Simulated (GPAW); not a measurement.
The system is TiO2.

```
Ti O
1.0
     4.59984    0.00000    0.00000
     0.00000    4.59984    0.00000
     0.00000    0.00000    2.95921
Ti O
2 4
Cartesian
  0.0000 0.0000 1.4796
  2.2999 2.2999 0.0000
  1.3998 1.3998 1.4796
  0.9001 3.6997 0.0000
  3.6997 0.9001 0.0000
  3.2000 3.2000 1.4796
```

The cell is a database's computed one.

Base run:

| Item | Value |
| --- | --- |
| Program | GPAW 26.7.0 |
| Functional | PBEsol |
| Potentials or basis | PAW data sets generated in the run's folder for this functional |
| Cutoff | 800 eV |
| Basis | pw |
| k mesh | 4 × 4 × 7 |
| Occupations | fermi-dirac, width 0.05 eV |
| Spin | no spin polarisation |
| Hubbard terms | Ti d U = 8 eV |

Its results: band gap on the k mesh 3.19 eV, indirect (least direct gap 3.26 eV); pressure 8.3 GPa; largest force 0.100 eV/Å.

**Question.** The run is repeated on the same cell with these changes: hubbard terms from Ti d U = 8 eV to Ti d U = 3 eV. What comes out?

**Answer.** Band gap on the k mesh 2.30 eV, direct; pressure 2.0 GPa; largest force 0.014 eV/Å.

Not every run made on this cell is shown here.
